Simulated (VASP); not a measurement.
An input for Quantum ESPRESSO's pw.x (written as the equivalent of a VASP run, and not itself run):

```
&CONTROL
  calculation = 'relax'
  pseudo_dir = './pseudo'
  outdir = './out'
  tprnfor = .true.
  tstress = .true.
  nstep = 40
  forc_conv_thr = 0.00039
/
&SYSTEM
  ibrav = 0
  nat = 2
  ntyp = 2
  ecutwfc = 84
  occupations = 'smearing'
  smearing = 'gaussian'
  degauss = 0.003675
  input_dft = 'pbe'
/
&ELECTRONS
  conv_thr = 7.3e-08
  electron_maxstep = 100
/
&IONS
/
ATOMIC_SPECIES
  In 114.818 In.upf
  N 14.007 N.upf
CELL_PARAMETERS angstrom
     0.0000000    2.5398000    2.5398000
     2.5398000    0.0000000    2.5398000
     2.5398000    2.5398000    0.0000000
ATOMIC_POSITIONS crystal
  In  -0.0137806  0.0137806  0.0334672
  N    0.2500000  0.2500000  0.2500000
K_POINTS automatic
  7 7 7 0 0 0
```

Task: Write the VASP files for the same calculation (PBE).

Result: One answer among several that fit: 
File KPOINTS:
```
Automatic
0
G
7 7 7
```

**INCAR**
```
SYSTEM  =  InN
PREC  =  Accurate; ENCUT  =  520; LREAL  =  F
LASPH  =  T
EDIFF  =  1E-6; NELM  =  100; ALGO  =  Normal
LMAXMIX  =  4
ISMEAR  =  0; SIGMA  =  0.05
GGA  =  PE
IBRION  =  2; NSW  =  40; ISIF  =  2
EDIFFG  =  -0.01
LWAVE  =  F; LCHARG  =  F
```

### POSCAR
```
InN
1
    0.0000000000     2.5398000000     2.5398000000
    2.5398000000     0.0000000000     2.5398000000
    2.5398000000     2.5398000000     0.0000000000
In N
1 1
Direct
 -0.0137806126   0.0137806126   0.0334672021
  0.2500000000   0.2500000000   0.2500000000
```

POTCAR, in this order: In_d N (PBE.64 set). Program: vasp_std.

The two are equivalent in intent, not identical: the potentials are each code's own (VASP's PAW set, PseudoDojo norm-conserving files in pw.x), so ENCUT and ecutwfc are chosen apart and not converted; conv_thr bounds pw.x's estimated SCF error, while EDIFF bounds the energy change between steps; forc_conv_thr acts on force components and is met together with etot_conv_thr.

The compound is InN in the zinc blende structure, a metastable form; wurtzite is the usual one. In the starting cell atoms are displaced from their ideal sites. This run relaxes the ions in a fixed cell. The k-mesh is coarse (spacing up to 0.31 per Å, 2π included), so the numbers may not be converged in it.
